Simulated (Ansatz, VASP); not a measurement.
**Mg: VASP beside Ansatz**

```xyz
4
Lattice="3.1466 0.0000 0.0000 -1.5733 2.7250 0.0000 0.0000 0.0000 21.5583" Properties=species:S:1:pos:R:3 pbc="T T T"
Mg    1.5733    0.9083    7.0000
Mg    0.0000    1.8167    9.5194
Mg    1.5733    0.9083   11.9987
Mg    0.0000    1.8167   14.5606
```

Alike in both runs: functional LDA; k mesh 9 × 9 × 1; occupations gaussian, width 0.1 eV; no spin polarisation.

Ansatz relaxed the structure, and its values are those at the end. VASP's run is a single point on that final structure, the one shown.

|  | VASP | Ansatz |
| --- | --- | --- |
| version | VASP 6.6.1 | Ansatz 0.2.0 |
| potentials or method | VASP PAW LDA potentials, release 64 (Mg) | scalar-relativistic, plane waves, PAW |
| plane-wave cutoff (eV) | 520 | 420 |
| valence electrons in the cell | 8 | 40 |

Ansatz gave:

- gap on the k mesh at the Fermi level (eV): none
- rms of the force components (eV/Å): 0.029

Question: What did VASP give for the same quantities?

Answer: gap on the k mesh at the Fermi level (eV): none; rms of the force components (eV/Å): 0.025.

A gap of «none» marks a metal or a gap that the smearing closes. The two sets of potentials don't hold the same shells in valence. Ansatz warned: «xc_potential_rough_in_thin_density».
